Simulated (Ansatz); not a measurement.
**TiAl3 in Ansatz: the effect of functional**

The system is TiAl3.

```
Ti Al
1.0
    -1.94859    1.94859    4.36462
     1.94859   -1.94859    4.36462
     1.94859    1.94859   -4.36462
Ti Al
1 3
Direct
  0.00000 0.00000 0.00000
  0.25000 0.75000 0.50000
  0.75000 0.25000 0.50000
  0.50000 0.50000 0.00000
```

The cell comes from a database or a generator and needn't be the stable form of this composition.

The cell isn't the ideal one: volume scaled by 1.06.

Alike in all runs:

| Item | Value |
| --- | --- |
| Program | Ansatz 0.2.0 |
| Task | single point |
| Potentials or basis | Ansatz PAW |
| k mesh | 10 × 10 × 10 |
| Occupations | fermi-dirac, width 0.05 eV |
| Spin | no spin polarisation |

```csv
functional,cutoff,pressure (GPa)
LDA,420 eV (not typed: the program's choice for these potentials),-8.7
r2SCAN,500 eV (not typed: the program's choice for these potentials),-5.9
PBE,420 eV (not typed: the program's choice for these potentials),?
```

Problem. What does the run with functional PBE give?

Solution. Pressure -3.8 GPa.

Caveats: the PAW data sets come from PBE, with cores solved anew for the run's functional, which leaves a small shift of forces and pressure (some runs).
